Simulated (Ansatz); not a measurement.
# PbSe (Clausthalite) in Ansatz: the effect of functional

PbSe (Clausthalite):

```
Pb Se
1.0
     0.00000    3.06065    3.06065
     3.06065    0.00000    3.06065
     3.06065    3.06065    0.00000
Pb Se
1 1
Direct
  0.00000 0.00000 0.00000
  0.50000 0.50000 0.50000
```

Alike in all runs:

| Property | Result |
| --- | --- |
| Program | Ansatz 0.2.0 |
| Task | single point |
| Potentials or basis | all-electron PAW datasets made for the crystal |
| k mesh | 6 × 6 × 6 |
| Occupations | fermi-dirac, width 0.05 eV |
| Spin | no spin polarisation |

One run gave: gap on the mesh 0.68 eV; pressure 1.3 GPa. Which functional did it use?
A. PBE0
B. PBEsol
C. HSE06

C.

```csv
functional,cutoff,gap on the mesh (eV),pressure (GPa)
PBEsol,240 eV (chosen from the basis error),0.20,-0.6
HSE06,270 eV (chosen from the basis error),0.68,1.3
PBE0,270 eV (chosen from the basis error),1.23,1.4
```

Caveats: spin-orbit coupling is left out, which as a rule narrows the gap of such compounds by several tenths of an eV.

A k mesh can miss the band edges.
